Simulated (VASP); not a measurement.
MgO (Periclase): relaxation of cell and atoms with PBEsol

Crystal: MgO (Periclase).

```
Mg O
1.0
     0.00000    2.10850    2.10850
     2.10850    0.00000    2.10850
     2.10850    2.10850    0.00000
Mg O
1 1
Direct
  0.00000 0.00000 0.00000
  0.50000 0.50000 0.50000
```

```yaml
Program: VASP 6.6.1
Task: relaxation of cell and atoms
Functional: PBEsol
Potentials_or_basis: VASP PAW PBE potentials, release 64 (Mg, O)
Cutoff: 600 eV
k_mesh: 12 × 12 × 12
Occupations: gaussian, width 0.03 eV
Spin: no spin polarisation
Further_INCAR_settings: ALGO = Normal; EDIFF = 1e-06; IBRION = 2; EDIFFG = -0.01; NSW = 90; ISIF = 3
```

- Relaxed volume: 9.31 Å³/atom
- Relaxed cell: a = 2.975 Å, b = 2.975 Å, c = 2.975 Å, α = 60.00°, β = 60.00°, γ = 60.00°
- Space group after relaxing (to 0.05 Å): Fm-3m (No. 225)
- Energy gained by relaxing: 0.2 meV/atom
- Ionic steps: 3
- Pressure after relaxing: 0.0 GPa
- Band gap on the k mesh: 4.66 eV, direct

The path:
| step | energy change (eV) | largest force (eV/Å) | pressure (GPa) | volume (Å³) |
| --- | --- | --- | --- | --- |
| 1 | 0.0000 | 0.0000 | -1.04 | 18.75 |
| 2 | -0.0003 | 0.0000 | 0.38 | 18.58 |
| 3 | -0.0004 | 0.0000 | 0.00 | 18.63 |

Final structure:
```xyz
2
Lattice="0.0000 2.1039 2.1039 2.1039 0.0000 2.1039 2.1039 2.1039 0.0000" Properties=species:S:1:pos:R:3 pbc="T T T"
Mg    0.0000    0.0000    0.0000
O     2.1039    2.1039    2.1039
```

Levels at points of the mesh, in eV from the valence-band top:
```csv
k point,band 1,band 2,band 3,band 4,band 5,band 6,band 7,band 8
"(0.00, 0.00, 0.00)",-17.22,0.00,0.00,0.00,4.66,15.65,15.65,15.65
"(0.50, 0.00, 0.00)",-15.90,-4.69,-0.67,-0.67,7.77,12.54,16.21,16.21
"(0.50, 0.50, 0.00)",-15.63,-4.16,-1.37,-1.37,8.93,9.91,13.00,18.89
```

Wall time 5.2 s on 4 MPI ranks on Intel(R) Xeon(R) Platinum 8488C (Sapphire Rapids) (shared host), peak memory 0.14 GiB a rank.

Caveat: the PAW data sets were made with another functional, which shifts forces and pressure a little. A k mesh can miss the band edges.
